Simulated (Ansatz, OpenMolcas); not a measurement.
Computed against measured: atomisation enthalpy at 298 K

6 molecules; the atomisation enthalpy at 298 K in kJ/mol, computed less measured. Shapes, held fixed at every level: PBE0-D4/def2-TZVP. Flexible molecules stand in one conformer, not always the lowest. Thermal terms are harmonic and unscaled (PBE/def2-SVP, PBE0-D4/def2-TZVP); the spin-orbit lowering of the free atoms is taken from their spectra. Programs: Ansatz 0.2.0, OpenMolcas 26.06. Measured values: CRC Handbook of Chemistry and Physics, NIST-JANAF tables.

Levels: A = HF/3-21G; B = B3LYP/6-31G* (spherical functions); C = HSE06/def2-SVP; D = CCSD/def2-TZVPP.

```tsv
molecule	from tabulated heats	A	B	C	D
SiH2Br2 (dibromosilane)	1300	-583	-64	-33	-55
C2H3F3 (SMILES FCC(F)F)	3057	-1168	-65	-14	-200
C3H5Cl (SMILES C=C(C)Cl)	3383	-1072	-34	+39	-148
C4H5N (3-butenenitrile)	4270	-1467	-30	+63	-206
C4H6S (SMILES C1=CSCC1)	4362	-1442	-44	+74	-192
C3H8S (1-propanethiol)	4239	-1300	-30	+35	-146
```

Sum up the errors.


```
                             level                    kind  mean error  mean absolute error  worst case
                          HF/3-21G            Hartree–Fock     -1172.0               1172.0       C4H5N
B3LYP/6-31G* (spherical functions)           global hybrid       -44.5                 44.5      C2H3F3
                    HSE06/def2-SVP  range-separated hybrid       +27.3                 43.0       C4H6S
                   CCSD/def2-TZVPP   coupled cluster or CI      -157.8                157.8       C4H5N
```

On this set HSE06/def2-SVP has the smallest mean absolute error and HF/3-21G the largest. HF/3-21G is too low in 6 of 6; B3LYP/6-31G* (spherical functions) is too low in 6 of 6; HSE06/def2-SVP is too high in 4 of 6; CCSD/def2-TZVPP is too low in 6 of 6. The heats of C3H5Cl (2-chloropropene) come from older tables and can be uncertain by 10 kJ/mol or more. Heats of the atoms come from ATcT where it has them. The levels differ in basis as well as in method. The tabulated values of SiH2Br2, C2H3F3 are in doubt (older tables, estimates, or at odds with other calculations) and kept here. Over the 4 molecules whose values aren't doubted the mean absolute errors are A 1320.2; B 34.5; C 52.8; D 173.0. The smallest two are near a tie. A functional in a double-zeta set wins here by errors that cancel. For HF/3-21G and HSE06/def2-SVP the error tends to grow with the atomisation enthalpy. Hartree–Fock lacks correlation and underbinds. Correlated wave functions converge slowly with the basis. CCSD also lacks the triples, which bind further. Relativity is left out for Br. Outer-core shells of Br are correlated, in sets that cover them unevenly. The set is small.
